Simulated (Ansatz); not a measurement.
**Ag: how the axes shrink under pressure**

Ag, P6_3/mmc, a = 2.935 Å, c = 4.798 Å. This isn't the element's structure at ambient conditions. Ansatz: PBE, PAW, 420 eV, Γ-centred 18×18×10 mesh on 2 atoms, Gaussian smearing 0.10 eV; no spin polarisation. Cell and atoms are relaxed at each pressure, and no other structure is tried, so the rows at high pressure may lie past a change of phase. y = 100 ln(c/c0) with c0 = 4.7979 Å, so nearly a change in per cent. The pressures are the targets, met within 0.05 GPa.

```tsv
P (GPa)	y	100 ln(a/a0)
-1.0	?	?
0.0	0.00	0.00
1.0	-0.33	-0.38
4.0	-1.28	-1.34
12.0	-3.29	-3.34
25.0	-5.67	-5.67
50.0	-8.77	-8.74
90.0	-11.98	-12.00
```

Problem. Fit y = c1 P + c2 P² to the other rows, give the linear compressibility along c, and predict the missing y.

Solution. Least squares on the rows shown. y = −0.2507 P + 0.001320 P². The linear compressibility along c is −c1/100 = 2.51 per TPa, against 2.51 along a from the same fit to the last column (its missing entry is 0.37): the crystal is about as stiff along both at low pressure. The runs next to zero pressure give 3.65 and 3.71, so a parabola over the whole range misstates the start. With a term in P³ added, the coefficient of P becomes -0.3096, 23 % more, which shows how far this figure hangs on the form. At P = -1.0 the fit asked for gives 0.25. The run gave 0.40, so the fit is 0.15 too low, within the rms miss on the fitted rows (0.32): the form describes this series only roughly.